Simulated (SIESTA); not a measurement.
Runs of SIESTA 5.4.2 on GaN. It takes space group F-43m (No. 216, cubic). The conventional cell has a = 4.507 Å, b = 4.507 Å, c = 4.507 Å, α = 90.00°, β = 90.00°, γ = 90.00°. Ga (site symmetry -43m) has 4 N at 1.95 Å as nearest neighbours. Around N (site symmetry -43m) lie 4 Ga at 1.95 Å. The cell is a database's computed one.

| task | level | potentials or basis | cell | gap on the mesh (eV) | pressure (GPa) | V0 of scaled cells (Å³/atom) | B0 (GPa) |
| --- | --- | --- | --- | --- | --- | --- | --- |
| single point | PBE | PseudoDojo 0.4 standard (PBE files), DZP (energy shift 0.002 Ry; radii capped at 9.5 bohr) | as given | (b) | 9.0 | - | - |
| equation of state | PBEsol | PseudoDojo 0.4 standard (PBEsol files), DZP (energy shift 0.002 Ry; radii capped at 9.5 bohr) | as given | - | - | 11.61 | 189 |
| single point | PBE | PseudoDojo 0.4 standard (PBE files), DZP (energy shift 0.002 Ry; radii capped at 9.5 bohr) | atoms moved at random, drawn with an rms of 0.05 Å | 1.64 | 9.2 | - | - |
| equation of state | PBE | PseudoDojo 0.4 standard (PBE files), DZP (energy shift 0.002 Ry; radii capped at 9.5 bohr) | as given | - | - | 11.99 | 172 |
| equation of state | AM05 | PseudoDojo 0.4 standard (PBEsol files), DZP (energy shift 0.002 Ry; radii capped at 9.5 bohr) | as given | - | - | 11.61 | (a) |

Alike in all rows: no spin polarisation; k mesh 10 × 10 × 10; smearing fermi-dirac 0.05 eV; grid cutoff 800 Ry; energy shift 0.002 Ry.

Question: Fill in the values left out.

Answer: (a) 188; (b) 1.72.

Caveats: semicore shells carry a single zeta, which can move pressures by several GPa and volumes by a few percent; the basis of atomic orbitals isn't converged, which shifts pressures, moduli and gaps; the potentials were made for another functional, which shifts forces and pressure (some runs).

A k mesh can miss the band edges, and the runs leave out spin-orbit coupling on Ga.
